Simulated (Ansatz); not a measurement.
The system is HfC.

```
CELL_PARAMETERS angstrom
3.34287 0.00000 0.00000
-1.67143 2.89501 0.00000
0.00000 0.00000 5.20271
ATOMIC_POSITIONS crystal
Hf 0.33333 0.66667 0.25000
Hf 0.66667 0.33333 0.75000
C 0.00000 0.00000 0.50000
C 0.00000 0.00000 0.00000
```

The cell comes from a database or a generator and needn't be the stable form of this composition.

Base run:

* Program: Ansatz 0.2.0
* Functional: PBEsol
* Potentials or basis: Ansatz PAW
* Cutoff: 420 eV
* Density cutoff: 1680 eV
* k mesh: 9 × 9 × 5
* Occupations: fermi-dirac, width 0.05 eV
* Spin: no spin polarisation
* Hubbard terms: Hf d U = 5 eV

Its results: band gap on the k mesh none (metal or under the smearing width); pressure 0.1 GPa.

Q: After a change of settings the same cell gave: band gap on the k mesh none (metal or under the smearing width); pressure -6.0 GPa. Which change was it?
A. hubbard terms from Hf d U = 5 eV to Hf d U = 2 eV
B. hubbard terms from Hf d U = 5 eV to Hf d U = 1 eV
C. spin from no spin polarisation to spin-orbit coupling, no magnetisation; hubbard terms from Hf d U = 5 eV to none; hubbard projectors from ortho-atomic (the default) to none; potential files from those of the base run to others of the same set
D. hubbard terms from Hf d U = 5 eV to none; hubbard projectors from ortho-atomic (the default) to none

A: B.

Caveats: U without spin polarisation on a metal has little footing; the PAW data sets come from PBE, with cores solved anew for the run's functional, which leaves a small shift of forces and pressure; the U is typed as a test and isn't derived for this compound.

Not every run made on this cell is shown here.
